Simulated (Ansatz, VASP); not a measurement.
NaCl: VASP beside Ansatz

Contents of INCAR:

```
SYSTEM = NaCl
PREC = Accurate
ENCUT = 520
EDIFF = 1E-6
ISMEAR = -1
SIGMA = 0.02
LREAL = .False.
LASPH = .True.
NELM = 60
ALGO = Normal
ISIF = 2
LWAVE = .False.
LCHARG = .False.
GGA = PS
NBANDS = 14
```

KPOINTS

```
regular mesh
0
Gamma
  8 8 8
  0 0 0
```

POSCAR

```
NaCl
1.0
    2.8600000000      0.0000000000      0.0000000000
    0.0000000000      2.8600000000      0.0000000000
    0.0000000000      0.0000000000      2.9458000000
Na Cl
1 1
Direct
    0.0000000000      0.0000000000      0.0000000000
    0.5000000000      0.5000000000      0.5000000000
```

Input for Ansatz:

```yaml
crystal:
  lattice:
    - [2.86, 0.0, 0.0]
    - [0.0, 2.86, 0.0]
    - [0.0, 0.0, 2.9458]
  atoms:
    - { symbol: Na, position: [0.0, 0.0, 0.0] }
    - { symbol: Cl, position: [0.5, 0.5, 0.5] }
kpoints:
  mp_grid: { grid: [8, 8, 8] }
  band_path:
    path:
      - [0.0, 0.0, 0.0]
      - [0.0, 0.5, 0.0]
      - [0.5, 0.5, 0.0]
      - [0.0, 0.0, 0.0]
      - [0.0, 0.0, 0.5]
      - [0.0, 0.5, 0.5]
      - [0.5, 0.5, 0.5]
      - [0.0, 0.0, 0.5]
      - [0.0, 0.5, 0.0]
    npoints: 5
scf:
  occupations: { method: fermi_dirac, width: 0.02 }
hamiltonian:
  xc: pbesol
  pseudopotentials: { kind: all_electron, lapw: { basis_error: 0.00025 } }
output:
  forces: true
  stress: true
  eigenvalues: true
```

Change from the starting cell: zz strain of +3 %.

Alike in both runs: task single point; functional PBEsol; k mesh 8 × 8 × 8; occupations fermi-dirac, width 0.02 eV; no spin polarisation.

|  | VASP | Ansatz |
| --- | --- | --- |
| version | VASP 6.6.1 | Ansatz 0.2.0 |
| potentials or method | VASP PAW PBE potentials, release 64 (Na_pv, Cl) | all-electron LAPW, scalar-relativistic |
| plane-wave cutoff (eV) | 520 | see its input |

|  | VASP | Ansatz | Ansatz less VASP |
| --- | --- | --- | --- |
| gap on the k mesh at the Fermi level (eV) | 4.18 | 4.13 | -0.049 |
| pressure (GPa) | 53.2 | 52.7 | -0.56 |
| largest component of the traceless stress (GPa) | 4.60 | 4.62 | +0.019 |

Ansatz ran all-electron here, so the differences hold the error of VASP's frozen core and of both bases.

Caveats: so large a pressure means that the cell lies far from this level's equilibrium, or that cutoff or potentials fall short (VASP); the potentials were made for another functional, which shifts forces and pressure (VASP). A k mesh can miss the band edges.
